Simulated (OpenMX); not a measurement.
**Sc under changes of volume**

One of the cells (25.002 Å³/atom); the others are scaled copies at fixed shape and fractional positions:

```
Sc
1.0
     3.30900    0.00000    0.00000
    -1.65450    2.86568    0.00000
     0.00000    0.00000    5.27330
Sc
2
Direct
  0.66667 0.33333 0.75000
  0.33333 0.66667 0.25000
```

- Program: OpenMX 3.8.5
- Functional: PBE
- Potentials or basis: OpenMX 2013 PBE set, Sc7.0-s3p3d2f1, fixed grid of 35 × 35 × 63 points
- k mesh: 9 × 9 × 5
- Occupations: fermi-dirac, width 0.05 eV
- Spin: no spin polarisation

```tsv
volume (Å³/atom)	energy over the lowest point (meV/atom)	largest force (eV/Å)
23.502	?	?
24.002	3.38	0.012
24.502	0.00	0.012
25.002	0.27	0.011
25.502	3.93	0.010
26.002	10.64	0.010
26.502	20.13	0.008
```

Problem. What does the run at 23.502 Å³/atom give?

Solution. Energy over the lowest point 10.67 meV/atom; largest force 0.013 eV/Å.

Worked out: A Birch-Murnaghan fit of order 3 (a polynomial in V^(-2/3)) to the other rows has its minimum at 24.71 Å³/atom with B0 = V·E''(V) = 56 GPa and B' = 3.6 at fixed shape and positions, which overstates the stiffness. It gives 10.82 meV/atom at 23.502 Å³/atom, against the run's 10.67.

Energies are extrapolated to zero smearing.

Caveats: the basis of atomic orbitals isn't converged, which shifts pressures, moduli and gaps.
